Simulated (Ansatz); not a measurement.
Input of an Ansatz 0.2.0 run:

The input input.yaml:

```yaml
crystal:
  lattice:
    - [2.4699988104, 0.0, 0.0]
    - [-1.2349994052, 2.1390817171, 0.0]
    - [0.0, 0.0, 25.21895]
  atoms:
    - { symbol: C, position: [0.0, 0.0, 0.297395411] }
    - { symbol: C, position: [0.6666666667, 0.3333333334, 0.2987416209] }
    - { symbol: C, position: [0.0, 0.0, 0.4320164004] }
    - { symbol: C, position: [0.3333333333, 0.6666666666, 0.4333626103] }
    - { symbol: C, position: [0.0, 0.0, 0.5666373897] }
    - { symbol: C, position: [0.6666666667, 0.3333333334, 0.5679835996] }
    - { symbol: C, position: [0.0, 0.0, 0.7012583791] }
    - { symbol: C, position: [0.3333333333, 0.6666666666, 0.702604589] }
hamiltonian:
  xc: pbesol
  pseudopotentials: { kind: paw }
kpoints:
  mp_grid: { grid: [12, 12, 1] }
scf:
  occupations: { method: fermi_dirac, width: 0.05 }
  n_extra_bands: 20
output:
  forces: true
  eigenvalues: true
  dos: { projected: true, de: 0.05, nscf_kmesh: { grid: [18, 18, 1] } }
efield:
  axis: 3
  dipole_correction: true
  ramp_width: 0.04
```

Potentials or basis: Ansatz PAW.

Run with:

```bash
$ ansatz run input.yaml --threads 4 --pin off --max-ram 11264MiB --backend cpu --events-out ev --progress --plain --runs-dir out
```

(1) Estimate the work function of the upper face.

(2) Predict the work function of the lower face.

(3) Predict the dipole across the slab.

(4) Predict the largest force.

(5) What does it give for the band gap on the k mesh?

## Answers

(1) 4.38 eV.

(2) 4.37 eV.

(3) 0.000 e·Å.

(4) 0.600 eV/Å.

(5) 0.01 eV, direct.

Caveat: the PAW data sets come from PBE, with cores solved anew for the run's functional, which leaves a small shift of forces and pressure.
